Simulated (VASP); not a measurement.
Input of a VASP 6.6.1 run:

File INCAR:

```
SYSTEM = N
PREC     = Accurate       ! precision mode
ENCUT    = 520            ! plane-wave cutoff, eV
EDIFF    = 1E-6           ! SCF threshold, eV
ISMEAR   = 0              ! smearing method
SIGMA    = 0.1            ! smearing width, eV
LREAL    = .FALSE.        ! projectors in reciprocal space
LASPH    = .TRUE.         ! aspherical terms in the spheres
NELM     = 100            ! most SCF steps
ALGO     = Fast           ! electronic algorithm
ISIF     = 2              ! what is computed and relaxed
LWAVE    = .FALSE.        ! write WAVECAR
LCHARG   = .FALSE.        ! write CHGCAR
GGA      = PE             ! functional
NBANDS   = 42             ! bands
```

File KPOINTS:

```
Automatic mesh
0
Gamma
  7 7 6
  0 0 0.5
```

Contents of POSCAR:

```
N
1.0
    3.8733627648     -2.2362870350      0.0000000000
    0.0000000001      4.4725740699      0.0000000000
    0.0000000000      0.0000000000      4.9085791988
N
12
Direct
    0.3333333333      0.3333333333      0.1250000000
    0.3333333333      0.3333333333      0.6250000000
    0.0000000000      0.6666666667      0.1250000000
    0.0000000000      0.6666666667      0.6250000000
    0.6666666667      1.0000000000      0.1250000000
    0.6666666667      1.0000000000      0.6250000000
    0.0000000000      0.3333333333      0.3750000000
    0.0000000000      0.3333333333      0.8750000000
    0.6666666667      0.6666666667      0.3750000000
    0.6666666667      0.6666666667      0.8750000000
    0.3333333333      1.0000000000      0.3750000000
    0.3333333333      1.0000000000      0.8750000000
```

Potentials or basis: VASP PAW PBE potentials, release 64 (N).

Launch:

```sh
$ cat potpaw_PBE.64/N/POTCAR > POTCAR
$ mpirun -np 1 vasp_std > vasp.out
```

Question: Estimate the pressure.

Answer: -0.9 GPa.

Question: Predict the band gap on the k mesh.

Answer: None (metal or under the smearing width).

Stress tensor (GPa, compression positive):
```
-1.01  0.00  0.00
 0.00 -1.01  0.00
 0.00  0.00 -0.65
```
